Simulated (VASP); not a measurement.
A run of VASP 6.6.1 is set up as follows.

The input INCAR:

```
SYSTEM = GaN
  PREC = Accurate
  ENCUT = 520
  EDIFF = 1E-6
  ISMEAR = 0
  SIGMA = 0.03
  LREAL = .False.
  LASPH = .True.
  NELM = 80
  ALGO = Normal
  ISIF = 2
  LWAVE = .False.
  LCHARG = .False.
  LDIPOL = .True.
  IDIPOL = 3
  DIPOL = 0.5 0.5 0.500
  GGA = PS
  NBANDS = 46
  LVHAR = .True.
  LVACPOTAV = .True.
  ICORELEVEL = 1
  KPAR = 4
```

The input KPOINTS:

```
regular mesh
0
Gamma
  8 5 1
  0 0 0
```

File POSCAR:

```
GaN
1.0
    3.1802300300      0.0000000000      0.0000000000
    0.0000000000      5.1832170000      0.0000000000
    0.0000000000      0.0000000000     18.6722151400
Ga N
4 4
Direct
    0.9999994900      0.0007600000      0.4016663200
    0.5000004900      0.5007600000      0.4508332400
    0.4999994800      0.0007600000      0.5491667600
    0.0000004800      0.5007600000      0.5983336800
    0.9999994900      0.6242400000      0.4016663200
    0.5000004900      0.1242400000      0.4508332400
    0.4999994800      0.6242400000      0.5491667600
    0.0000004800      0.1242400000      0.5983336800
```

Potentials or basis: VASP PAW PBE potentials, release 64 (Ga_d, N).

Command:

```sh
$ cat potpaw_PBE.64/Ga_d/POTCAR potpaw_PBE.64/N/POTCAR > POTCAR
$ mpirun -np 4 vasp_std > vasp.out
```

(1) Estimate the band gap on the k mesh.

(2) Predict the largest force.

Results:

(1) 0.38 eV, direct.

(2) 2.512 eV/Å.

Caveat: the PAW data sets were made with another functional, which shifts forces and pressure a little.
